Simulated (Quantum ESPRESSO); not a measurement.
# WC (Fm-3m) in Quantum ESPRESSO: a series of runs

One crystal, WC, is run at these levels: PBE, LDA, PBEsol; tasks: phonons, phonons and electron-phonon coupling.

Program: Quantum ESPRESSO 7.5. These are calculated values, not measurements. Logs are shortened: lines on timing, memory, paths and dates and some standing lists are left out, and cuts for length are marked.

### Step 1. The crystal as given

It takes space group Fm-3m (No. 225, cubic). Conventional cell: a = 4.385 Å, b = 4.385 Å, c = 4.385 Å, α = 90.00°, β = 90.00°, γ = 90.00°. W (site symmetry m-3m) has 6 C at 2.19 Å as nearest neighbours. C (site symmetry m-3m) is surrounded by 6 W at 2.19 Å.

Measurements of this composition are mostly on another form, of space group No. 187.

### Step 2. Phonons, PBE

pw.in reads:

```
&CONTROL
  calculation = 'scf'
  prefix = 'pwscf'
  outdir = './tmp'
  pseudo_dir = './pseudo'
  tprnfor = .true.
  tstress = .true.
  disk_io = 'low'
/
&SYSTEM
  ibrav = 0
  nat = 2
  ntyp = 2
  ecutwfc = 82
  nbnd = 15
  occupations = 'smearing'
  smearing = 'mv'
  degauss = 0.01469973
/
&ELECTRONS
  conv_thr = 4d-10
  electron_maxstep = 120
  mixing_beta = 0.5
/
ATOMIC_SPECIES
W    183.8400 W.upf
C     12.0110 C.upf
CELL_PARAMETERS angstrom
   0.0000000000    2.1926840000    2.1926840000
   2.1926840000    0.0000000000    2.1926840000
   2.1926840000    2.1926840000    0.0000000000
ATOMIC_POSITIONS crystal
W      0.0000000000    0.0000000000    0.0000000000
C      0.5000000000    0.5000000000    0.5000000000
K_POINTS automatic
10 10 10 0 0 0
```

relax.in reads:

```
&CONTROL
  calculation = 'vc-relax'
  prefix = 'pwscf'
  outdir = './tmp'
  pseudo_dir = './pseudo'
  tprnfor = .true.
  tstress = .true.
  disk_io = 'low'
  nstep = 40
  forc_conv_thr = 0.0001
  etot_conv_thr = 1d-06
/
&SYSTEM
  ibrav = 0
  nat = 2
  ntyp = 2
  ecutwfc = 82
  nbnd = 15
  occupations = 'smearing'
  smearing = 'mv'
  degauss = 0.01469973
/
&ELECTRONS
  conv_thr = 4d-10
  electron_maxstep = 120
  mixing_beta = 0.5
/
&IONS
  ion_dynamics = 'bfgs'
/
&CELL
  cell_dynamics = 'bfgs'
  press = 0
  press_conv_thr = 0.2
/
ATOMIC_SPECIES
W    183.8400 W.upf
C     12.0110 C.upf
CELL_PARAMETERS angstrom
   0.0000000000    2.1926840000    2.1926840000
   2.1926840000    0.0000000000    2.1926840000
   2.1926840000    2.1926840000    0.0000000000
ATOMIC_POSITIONS crystal
W      0.0000000000    0.0000000000    0.0000000000
C      0.5000000000    0.5000000000    0.5000000000
K_POINTS automatic
10 10 10 0 0 0
```

scf2.in reads:

```
&CONTROL
  calculation = 'scf'
  prefix = 'pwscf'
  outdir = './tmp'
  pseudo_dir = './pseudo'
  tprnfor = .true.
  tstress = .true.
  disk_io = 'low'
/
&SYSTEM
  ibrav = 0
  nat = 2
  ntyp = 2
  ecutwfc = 82
  nbnd = 15
  occupations = 'smearing'
  smearing = 'mv'
  degauss = 0.01469973
/
&ELECTRONS
  conv_thr = 1d-13
  electron_maxstep = 120
  mixing_beta = 0.5
  startingpot = 'file'
  startingwfc = 'file'
/
ATOMIC_SPECIES
W    183.8400 W.upf
C     12.0110 C.upf
CELL_PARAMETERS angstrom
   0.0000000000    2.1898730777    2.1898730777
   2.1898730777    0.0000000000    2.1898730777
   2.1898730777    2.1898730777    0.0000000000
ATOMIC_POSITIONS crystal
W      0.0000000000    0.0000000000    0.0000000000
C      0.5000000000    0.5000000000    0.5000000000
K_POINTS automatic
10 10 10 0 0 0
```

ph.in reads:

```
phonons of WC
&INPUTPH
  prefix = 'pwscf'
  outdir = './tmp'
  tr2_ph = 1d-18
  fildyn = 'dyn'
  niter_ph = 90
  alpha_mix(1) = 0.4
/
0.0000000000 0.0000000000 0.0000000000
```

dynmat.in reads:

```
&INPUT
  fildyn = 'dyn'
  asr = 'crystal'
  filout = 'dynmat.disp'
  fileig = 'dynmat.eig'
/
```

Potentials or basis: PseudoDojo 0.4 SR PBE stringent.

Launch:

```
OMP_NUM_THREADS=1 pw.x -in pw.in > pw.out
OMP_NUM_THREADS=1 pw.x -in relax.in > relax.out
OMP_NUM_THREADS=1 pw.x -in scf2.in > scf2.out
OMP_NUM_THREADS=1 ph.x -in ph.in > ph.out
OMP_NUM_THREADS=1 dynmat.x -in dynmat.in > dynmat.out
```

pw.out:

```text
This program is part of the open-source Quantum ESPRESSO suite
     for quantum simulation of materials; please cite
[... 9 lines left out ...]
     --------------------
     sticks:   dense  smooth     PW     G-vecs:    dense   smooth      PW
     Sum         769     769    241                14211    14211    2421

     Using Slab Decomposition

     bravais-lattice index     =            0
     lattice parameter (alat)  =       5.8599  a.u.
     unit-cell volume          =     142.2836 (a.u.)^3
     number of atoms/cell      =            2
     number of atomic types    =            2
     number of electrons       =        18.00
     number of Kohn-Sham states=           15
     kinetic-energy cutoff     =      82.0000  Ry
     charge density cutoff     =     328.0000  Ry
     scf convergence threshold =      4.0E-10
     mixing beta               =       0.5000
     number of iterations used =            8  plain     mixing
     Exchange-correlation= PBE
                           (   1   4   3   4   0   0   0)

     celldm(1)=   5.859896  celldm(2)=   0.000000  celldm(3)=   0.000000
     celldm(4)=   0.000000  celldm(5)=   0.000000  celldm(6)=   0.000000

[... 8 lines left out ...]
               b(3) = (  0.707107  0.707107 -0.707107 )

     PseudoPot. # 1 for W  read from file:
     W.upf
     Pseudo is Norm-conserving + core correction, Zval = 14.0
     Generated using ONCVPSP code by D. R. Hamann
     Using radial grid of 1396 points,  8 beta functions with:
                l(1) =   0
                l(2) =   0
                l(3) =   1
                l(4) =   1
                l(5) =   2
                l(6) =   2
                l(7) =   3
                l(8) =   3

     PseudoPot. # 2 for C  read from file:
     C.upf
     Pseudo is Norm-conserving + core correction, Zval =  4.0
     Generated using ONCVPSP code by D. R. Hamann
     Using radial grid of 1248 points,  4 beta functions with:
                l(1) =   0
                l(2) =   0
                l(3) =   1
                l(4) =   1

     atomic species   valence    mass     pseudopotential
     W                14.00   183.84000     W ( 1.00)
     C                 4.00    12.01100     C ( 1.00)

     48 Sym. Ops., with inversion, found

   Cartesian axes

     site n.     atom                  positions (alat units)
         1        W      tau(   1) = (   0.0000000   0.0000000   0.0000000  )
         2        C      tau(   2) = (   0.7071068   0.7071068   0.7071068  )

     number of k points=    47  Marzari-Vanderbilt smearing, width (Ry)=  0.0147
                       cart. coord. in units 2pi/alat
        k(    1) = (   0.0000000   0.0000000   0.0000000), wk =   0.0020000
        k(    2) = (   0.0707107   0.0707107  -0.0707107), wk =   0.0160000
        k(    3) = (   0.1414214   0.1414214  -0.1414214), wk =   0.0160000
        k(    4) = (   0.2121320   0.2121320  -0.2121320), wk =   0.0160000
        k(    5) = (   0.2828427   0.2828427  -0.2828427), wk =   0.0160000
        k(    6) = (  -0.3535534  -0.3535534   0.3535534), wk =   0.0080000
[... 39 lines left out ...]
        k(   46) = (  -0.0707107  -0.3535534   0.6363961), wk =   0.0480000
        k(   47) = (  -0.7071068   0.2828427   0.0000000), wk =   0.0240000

     Dense  grid:    14211 G-vectors     FFT dimensions: (  36,  36,  36)

     Initial potential from superposition of free atoms

     starting charge      17.9994, renormalised to      18.0000
     Starting wfcs are   14 randomized atomic wfcs +    1 random wfcs

     Self-consistent Calculation

     iteration #  1     ecut=    82.00 Ry     beta= 0.50
     Davidson diagonalization with overlap
     ethr =  1.00E-02,  avg # of iterations =  4.7

     total energy              =    -163.49219337 Ry
     estimated scf accuracy    <       0.54975836 Ry

     iteration #  2     ecut=    82.00 Ry     beta= 0.50
     Davidson diagonalization with overlap
     ethr =  3.05E-03,  avg # of iterations =  2.0
[... 50 lines left out ...]
     total energy              =    -163.71011699 Ry
     estimated scf accuracy    <          4.4E-09 Ry

     iteration # 10     ecut=    82.00 Ry     beta= 0.50
     Davidson diagonalization with overlap
     ethr =  2.44E-11,  avg # of iterations =  3.1

     End of self-consistent calculation

          k = 0.0000 0.0000 0.0000 (  1807 PWs)   bands (ev):

   -53.7233 -17.7135 -17.7135 -17.7135   5.9160  18.9907  18.9907  18.9907
    20.6620  20.6620  20.6620  20.7824  20.7824  28.1608  31.4093

          k = 0.0707 0.0707-0.0707 (  1798 PWs)   bands (ev):

   -53.7198 -17.7716 -17.7197 -17.7197   6.1945  18.0746  18.5274  18.5274
    19.6044  19.6044  21.0243  22.8482  22.8482  28.6804  32.0492

          k = 0.1414 0.1414-0.1414 (  1805 PWs)   bands (ev):
[... 131 lines left out ...]
   -53.6755 -18.2137 -17.9395 -17.9078   8.3073  15.7405  15.9542  18.4496
    19.1851  23.3991  24.0417  24.0798  27.5356  29.3728  33.5056

          k = 0.0000-0.5657 0.5657 (  1764 PWs)   bands (ev):

   -53.6747 -18.1796 -18.0098 -17.8884   8.6718  15.2382  15.8947  17.3722
    19.5851  23.4521  24.1944  25.5061  26.8275  30.7447  33.3224

          k =-0.7071 0.0000 0.0000 (  1772 PWs)   bands (ev):

   -53.6743 -18.2382 -17.9213 -17.9213   8.1390  15.9798  16.1318  19.2246
    19.2246  22.5941  23.9992  23.9992  27.1738  28.9771  33.5299

          k = 0.2828 0.1414 0.0000 (  1790 PWs)   bands (ev):

   -53.7033 -17.9714 -17.8095 -17.7551   7.5354  15.2121  16.8645  17.0967
    19.4280  21.6906  22.9483  23.7348  26.9783  30.9835  34.5281

          k = 0.3536 0.2121-0.0707 (  1787 PWs)   bands (ev):

   -53.6934 -18.0966 -17.8550 -17.7754   8.4761  14.1990  16.0055  16.3863
    20.1837  22.5182  23.3951  25.2048  28.5946  31.0722  34.2894

          k =-0.2828-0.4243 0.5657 (  1782 PWs)   bands (ev):
[... 41 lines left out ...]
   -53.6755 -18.1685 -17.9975 -17.8994   8.7877  15.1703  15.7837  16.7266
    20.3326  23.3504  24.0470  25.2293  27.2201  31.3072  33.3597

          k = 0.0000-0.4243 0.5657 (  1781 PWs)   bands (ev):

   -53.6759 -18.1037 -18.0828 -17.8728   9.1761  14.4396  15.7121  16.2561
    21.0933  22.6496  24.1919  26.0881  27.2630  32.7482  33.5778

          k =-0.7071 0.1414 0.0000 (  1786 PWs)   bands (ev):

   -53.6743 -18.2084 -17.9521 -17.9234   8.4086  15.8110  15.9995  17.5384
    19.8973  23.8063  23.9254  24.0024  27.0662  30.0299  33.4600

          k =-0.1414-0.4243 0.7071 (  1799 PWs)   bands (ev):

   -53.6774 -18.1423 -18.0089 -17.8806   9.0950  14.5073  15.6929  16.1845
    21.1978  22.8291  24.1625  25.1782  27.9489  32.3458  33.3525

          k =-0.0707-0.3536 0.6364 (  1778 PWs)   bands (ev):

   -53.6755 -18.1164 -18.0530 -17.8988   9.1599  14.6642  15.6726  16.0498
    21.9551  22.1206  24.0241  25.9452  26.9000  33.4046  33.5631

          k =-0.7071 0.2828 0.0000 (  1770 PWs)   bands (ev):

   -53.6743 -18.1301 -18.0322 -17.9268   8.9383  15.6538  15.7019  15.7531
    21.3995  22.9333  24.0077  25.0402  26.7083  32.7566  33.8810

     the Fermi energy is    21.7757 ev

!    total energy              =    -163.71011699 Ry
     estimated scf accuracy    <          1.2E-10 Ry
     smearing contrib. (-TS)   =      -0.00015185 Ry
     internal energy E=F+TS    =    -163.70996514 Ry

     The total energy is F=E-TS. E is the sum of the following terms:
     one-electron contribution =     -11.39195068 Ry
     hartree contribution      =      17.15968791 Ry
     xc contribution           =     -37.46107758 Ry
     ewald contribution        =    -132.01662479 Ry

     convergence has been achieved in  10 iterations

     Forces acting on atoms (cartesian axes, Ry/au):

     atom    1 type  1   force =    -0.00000000    0.00000000   -0.00000000
     atom    2 type  2   force =     0.00000000   -0.00000000    0.00000000

     Total force =     0.000000     Total SCF correction =     0.000000

     Computing stress (Cartesian axis) and pressure

          total   stress  (Ry/bohr**3)                   (kbar)     P=      -13.95
  -0.00009485  -0.00000000  -0.00000000          -13.95       -0.00       -0.00
  -0.00000000  -0.00009485  -0.00000000           -0.00      -13.95       -0.00
  -0.00000000  -0.00000000  -0.00009485           -0.00       -0.00      -13.95

=------------------------------------------------------------------------------=
   JOB DONE.
=------------------------------------------------------------------------------=
```

relax.out:

```text
This program is part of the open-source Quantum ESPRESSO suite
     for quantum simulation of materials; please cite
[... 9 lines left out ...]
     --------------------
     sticks:   dense  smooth     PW     G-vecs:    dense   smooth      PW
     Sum         769     769    241                14211    14211    2421
[... 1997 lines left out ...]
   0.00000016  -0.00000000   0.00000000            0.02       -0.00        0.00
   0.00000000   0.00000016   0.00000000            0.00        0.02        0.00
   0.00000000   0.00000000   0.00000016            0.00        0.00        0.02

=------------------------------------------------------------------------------=
   JOB DONE.
=------------------------------------------------------------------------------=
```

scf2.out:

```text
This program is part of the open-source Quantum ESPRESSO suite
     for quantum simulation of materials; please cite
[... 9 lines left out ...]
     --------------------
     sticks:   dense  smooth     PW     G-vecs:    dense   smooth      PW
     Sum         769     769    241                14211    14211    2421
[... 397 lines left out ...]
   0.00000016   0.00000000  -0.00000000            0.02        0.00       -0.00
   0.00000000   0.00000016   0.00000000            0.00        0.02        0.00
  -0.00000000   0.00000000   0.00000016           -0.00        0.00        0.02

=------------------------------------------------------------------------------=
   JOB DONE.
=------------------------------------------------------------------------------=
```

Wall time 6.1 min (1 thread of Arm Neoverse V2, shared host); peak memory 0.06 GiB.

What came out:

- Free energy: -2227.3899 eV
- Relaxed volume: 10.50 Å³/atom
- Relaxed cell: a = 3.097 Å, b = 3.097 Å, c = 3.097 Å, α = 60.00°, β = 60.00°, γ = 60.00°
- Space group after relaxing (to 0.05 Å): Fm-3m (No. 225)
- Pressure after relaxing: 0.0 GPa
- Band gap on the k mesh: none (metal or under the smearing width)
- Highest phonon frequency at Γ: 427 cm⁻¹

Step by step:
```tsv
step	energy change (eV)	largest force (eV/Å)	pressure (GPa)	volume (Å³)
1	0.0000	0.0000	-1.40	21.08
2	-0.0001	0.0000	1.22	20.93
3	-0.0004	0.0000	-0.01	21.00
4	-0.0004	0.0000	0.01	21.00
```

Final structure:
```
CELL_PARAMETERS angstrom
0.00000 2.18987 2.18987
2.18987 0.00000 2.18987
2.18987 2.18987 0.00000
ATOMIC_POSITIONS crystal
W 0.00000 0.00000 0.00000
C 0.50000 0.50000 0.50000
```

Levels at points of the mesh, in eV from the Fermi level:
```
             k point  band 5  band 6  band 7  band 8  band 9  band 10  band 11  band 12  band 13  band 14
  (0.00, 0.00, 0.00)  -15.89   -2.80   -2.80   -2.80   -1.12    -1.12    -1.12    -1.00    -1.00     6.43
 (0.00, 0.00, -0.50)  -11.27   -9.87   -6.66   -6.66    1.00     1.00     2.29     4.89     8.75     8.75
(0.00, -0.50, -0.50)  -13.67   -5.83   -5.65   -2.56   -2.56     0.82     2.24     2.24     5.44     7.25
```

Phonon frequencies in cm⁻¹ (negative: imaginary):
| q point | frequencies |
| --- | --- |
| (0.000, 0.000, 0.000) | -1 -1 -1 427 427 427 |

Optical modes at Γ, degenerate ones joined:
| cm⁻¹ | components | symmetry | active in |
| --- | --- | --- | --- |
| 427 | 3 | T1u | IR |

(Part 1 of 3 ends here.)
